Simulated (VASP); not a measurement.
# GaAs (F-43m) in VASP: a series of runs

One crystal, GaAs, is run at these levels: PBEsol, LDA, PBE; tasks: relaxation of cell and atoms.

Program: VASP 6.6.1. These are calculated values, not measurements. Logs are shortened: lines on timing, memory, paths and dates and some standing lists are left out, and cuts for length are marked.

### Step 1. The structure

Symmetry: F-43m, No. 216, cubic system. The conventional cell has a = 5.750 Å, b = 5.750 Å, c = 5.750 Å, α = 90.00°, β = 90.00°, γ = 90.00°. Ga (site symmetry -43m) is surrounded by 4 As at 2.49 Å. Around As (site symmetry -43m) lie 4 Ga at 2.49 Å.

The cell is a database's computed one.

### Step 2. Relaxation of cell and atoms, PBEsol

Contents of INCAR:

```
ALGO = Normal ; EDIFF = 1E-7
EDIFFG = -0.005 ; ENCUT = 600
GGA = PS ; IBRION = 2
ISIF = 3 ; ISMEAR = 0
LASPH = True ; LCHARG = False
LREAL = False ; LWAVE = False
NELM = 60 ; NSW = 90
PREC = Accurate ; SIGMA = 0.1
```

Contents of KPOINTS:

```
k-points
0
Gamma
  10 10 10
```

Contents of POSCAR:

```
GaAs
1.0
    0.0000000000      2.8750910500      2.8750910500
    2.8750910500      0.0000000000      2.8750910500
    2.8750910500      2.8750910500      0.0000000000
Ga As
1 1
Direct
    0.0000000000      0.0000000000      0.0000000000
    0.7500000000      0.7500000000      0.7500000000
```

Potentials or basis: VASP PAW PBE potentials, release 64 (Ga_d, As).

Command:

```bash
> cat potpaw_PBE.64/Ga_d/POTCAR potpaw_PBE.64/As/POTCAR > POTCAR
> mpirun -np 1 vasp_std > vasp.out
```

OUTCAR:

```text
EDIFF = 1E-7
   EDIFFG = -0.005
   ENCUT = 600
   GGA = PS
   IBRION = 2
   ISIF = 3
   ISMEAR = 0
   LASPH = True
   LREAL = False
   NELM = 60
   NSW = 90
   PREC = Accurate

 ion  position               nearest neighbor table
   1  0.000  0.000  0.000-   2 2.49   2 2.49   2 2.49   2 2.49
   2  0.750  0.750  0.750-   1 2.49   1 2.49   1 2.49   1 2.49

  LATTYP: Found a face centered cubic cell.
 ALAT       =     5.7501821000

  Lattice vectors:

 A1 = (   0.0000000000,   2.8750910500,   2.8750910500)
 A2 = (   2.8750910500,   0.0000000000,   2.8750910500)
 A3 = (   2.8750910500,   2.8750910500,   0.0000000000)

Analysis of symmetry for initial positions (statically):
=====================================================================
 Subroutine PRICEL returns:
 Original cell was already a primitive cell.

 Routine SETGRP: Setting up the symmetry group for a
 face centered cubic supercell.

 Subroutine GETGRP returns: Found 24 space group operations
 (whereof 24 operations were pure point group operations)
 out of a pool of 48 trial point group operations.

The static configuration has the point symmetry T_d .

Analysis of symmetry for dynamics (positions and initial velocities):
=====================================================================
 Subroutine PRICEL returns:
 Original cell was already a primitive cell.

 Routine SETGRP: Setting up the symmetry group for a
 face centered cubic supercell.

 Subroutine GETGRP returns: Found 24 space group operations
 (whereof 24 operations were pure point group operations)
 out of a pool of 48 trial point group operations.

The dynamic configuration has the point symmetry T_d .

 Subroutine INISYM returns: Found 24 space group operations
 (whereof 24 operations are pure point group operations),
 and found     1 'primitive' translations

----------------------------------------------------------------------------------------

                                     Primitive cell

  volume of cell :      47.5319

  direct lattice vectors                    reciprocal lattice vectors
     0.000000000  2.875091050  2.875091050    -0.173907536  0.173907536  0.173907536
     2.875091050  0.000000000  2.875091050     0.173907536 -0.173907536  0.173907536
     2.875091050  2.875091050  0.000000000     0.173907536  0.173907536 -0.173907536

  length of vectors
     4.065992756  4.065992756  4.065992756     0.301216688  0.301216688  0.301216688

[... 103 lines left out ...]
  Thomas-Fermi vector in A             =   2.320630
   LORBIT       =      0    0 simple, 1 ext, 2 COOP (PROOUT), +10 PAW based schemes
   GGA     = PS    functional components
   LHFCALC =     F    Hartree Fock is set to
   AEXX    =    0.0000 exact exchange contribution
   IVDW    =     0    specifies the selected vdW correction
   LEPSILON=     F    determine dielectric tensor
   LRPA    =     F    only Hartree local field effects (RPA)
 conjugate gradient relaxation of ions
 non-spin polarized calculation
 Gauss-broadening in eV      SIGMA  =   0.10
  energy-cutoff  :      600.00
  volume of cell :       47.53
 maximum number of plane-waves:      1604
   NGX = 17   NGY = 17   NGZ = 17

--------------------------------------- Ionic step        1  -------------------------------------------

 number of electron      17.9999994 magnetization

 Free energy of the ion-electron system (eV)
  ---------------------------------------------------
  ext. energy  EPLUGINS =         0.00000000
  ---------------------------------------------------
  free energy    TOTEN  =        -9.07199439 eV

  energy without entropy =       -9.07183339  energy(sigma->0) =       -9.07191389

------------------------ aborting loop because EDIFF is reached ----------------------------------------

  FORCE on cell =-STRESS in cart. coord.  units (eV):
  Direction    XX          YY          ZZ          XY          YZ          ZX
  --------------------------------------------------------------------------------------
  -------------------------------------------------------------------------------------
  Total       -0.8480132     -0.8480132     -0.8480132      0.0000000      0.0000000      0.0000000
  in kB      -28.5843536    -28.5843536    -28.5843536      0.0000000      0.0000000      0.0000000
  external PRESSURE =     -28.5843536 kB  Pullay stress =       0.0000000 kB
[... 59 lines left out ...]
--------------------------------------- Ionic step        3  -------------------------------------------

 number of electron      18.0000010 magnetization

 Free energy of the ion-electron system (eV)
  ---------------------------------------------------
  ext. energy  EPLUGINS =         0.00000000
  ---------------------------------------------------
  free energy    TOTEN  =        -9.09181316 eV

  energy without entropy =       -9.09181082  energy(sigma->0) =       -9.09181199

 E-fermi :   3.9807     XC(G=0):  -9.7513

 val. band max:        3.7586987229   @ k =   0.0000   0.0000   0.0000
 cond. band min:       4.1787651948   @ k =   0.0000   0.0000   0.0000
 fundamental gap:      0.4200664718
 Fermi energy:         3.9806651829

 k-point     1 :       0.0000    0.0000    0.0000
  band No.  band energies     occupation
      1     -11.0070      2.00000
      2     -11.0070      2.00000
      3     -11.0070      2.00000
      4     -10.9281      2.00000
      5     -10.9281      2.00000
      6      -8.9589      2.00000
      7       3.7587      1.99831
      8       3.7587      1.99831
      9       3.7587      1.99831
     10       4.1788      0.00509
     11       7.4482      0.00000
     12       7.4482      0.00000
     13       7.4482      0.00000
[... 354 lines left out ...]
  band No.  band energies     occupation
      1     -11.0988      2.00000
      2     -10.9711      2.00000
      3     -10.9696      2.00000
      4     -10.9459      2.00000
      5     -10.9186      2.00000
      6      -7.2262      2.00000
      7      -1.9197      2.00000
      8       1.1626      2.00000
      9       1.5070      2.00000
     10       5.5207      0.00000
     11       6.5346      0.00000
     12      10.9737      0.00000
     13      11.6323      0.00000

 [... further k-points ...]

------------------------ aborting loop because EDIFF is reached ----------------------------------------

  FORCE on cell =-STRESS in cart. coord.  units (eV):
  Direction    XX          YY          ZZ          XY          YZ          ZX
  --------------------------------------------------------------------------------------
  -------------------------------------------------------------------------------------
  Total        0.0011847      0.0011847      0.0011847      0.0000000      0.0000000      0.0000000
  in kB        0.0418119      0.0418119      0.0418119      0.0000000      0.0000000      0.0000000
  external PRESSURE =       0.0418119 kB  Pullay stress =       0.0000000 kB
[... 17 lines left out ...]
  FREE ENERGIE OF THE ION-ELECTRON SYSTEM (eV)
  ---------------------------------------------------
  free  energy   TOTEN  =        -9.0918131620 eV

  energy  without entropy=       -9.0918108199  energy(sigma->0) =       -9.09181199

 reached required accuracy - stopping structural energy minimisation
```

OSZICAR:

```text
N       E                     dE             d eps       ncg     rms          rms(c)
DAV:   1     0.852138990311E+02    0.85214E+02   -0.10037E+04  1230   0.202E+03
[... 24 lines left out ...]
DAV:   1    -0.913134605126E+01   -0.42104E-01   -0.54338E-01  1592   0.155E+01    0.114E+00
DAV:   2    -0.910052229212E+01    0.30824E-01   -0.55234E-02  1512   0.551E+00    0.526E-01
DAV:   3    -0.909262217304E+01    0.79001E-02   -0.10413E-02  1612   0.213E+00    0.110E-01
DAV:   4    -0.909191657353E+01    0.70560E-03   -0.93880E-04  1462   0.508E-01    0.390E-02
DAV:   5    -0.909181626056E+01    0.10031E-03   -0.60874E-05  1506   0.119E-01    0.103E-02
DAV:   6    -0.909181301918E+01    0.32414E-05   -0.76991E-06  1557   0.495E-02    0.533E-03
DAV:   7    -0.909181315142E+01   -0.13224E-06   -0.11591E-06  1537   0.222E-02    0.129E-03
DAV:   8    -0.909181316195E+01   -0.10535E-07   -0.14851E-07   861   0.454E-03
   3 F= -.90918132E+01 E0= -.90918120E+01  d E =-.198188E-01
```

CONTCAR:

```text
GaAs
   1.00000000000000
     0.0000000000000000    2.8314039297858682    2.8314039297858682
     2.8314039297858682    0.0000000000000000    2.8314039297858682
     2.8314039297858682    2.8314039297858682    0.0000000000000000
  Ga              As
     1     1
Direct
     0.0000000000000000    0.0000000000000000    0.0000000000000000
     0.7500000000000000    0.7500000000000000    0.7500000000000000

  0.00000000E+00  0.00000000E+00  0.00000000E+00
  0.00000000E+00  0.00000000E+00  0.00000000E+00
```

Run time: 25 s. Hardware: 1 thread of Intel Xeon 6975P-C (Granite Rapids), shared host; peak memory 0.21 GiB.

What came out:

```
Free energy                            : -9.0918 eV
Relaxed volume                         : 22.70 Å³/atom
Relaxed cell                           : a = 4.004 Å, b = 4.004 Å, c = 4.004 Å, α = 60.00°, β = 60.00°, γ = 60.00°
Space group after relaxing (to 0.05 Å) : F-43m (No. 216)
Energy gained by relaxing              : 9.9 meV/atom
Ionic steps                            : 3
Pressure after relaxing                : 0.0 GPa
Band gap on the k mesh                 : 0.42 eV, direct
```

The path:
```
step  energy change (eV)  largest force (eV/Å)  pressure (GPa)  volume (Å³)
   1              0.0000                0.0000           -2.86        47.53
   2             -0.0172                0.0000            1.15        44.67
   3             -0.0198                0.0000            0.00        45.40
```

Final structure:
```yaml
crystal:
  lattice:
    - [0.00000, 2.83140, 2.83140]
    - [2.83140, 0.00000, 2.83140]
    - [2.83140, 2.83140, 0.00000]
  atoms:
    - { symbol: Ga, position: [0.00000, 0.00000, 0.00000] }
    - { symbol: As, position: [0.75000, 0.75000, 0.75000] }
```

Caveat: the PAW data sets were made with another functional, which shifts forces and pressure a little. A k mesh can miss the band edges.

(Part 1 of 2 ends here.)
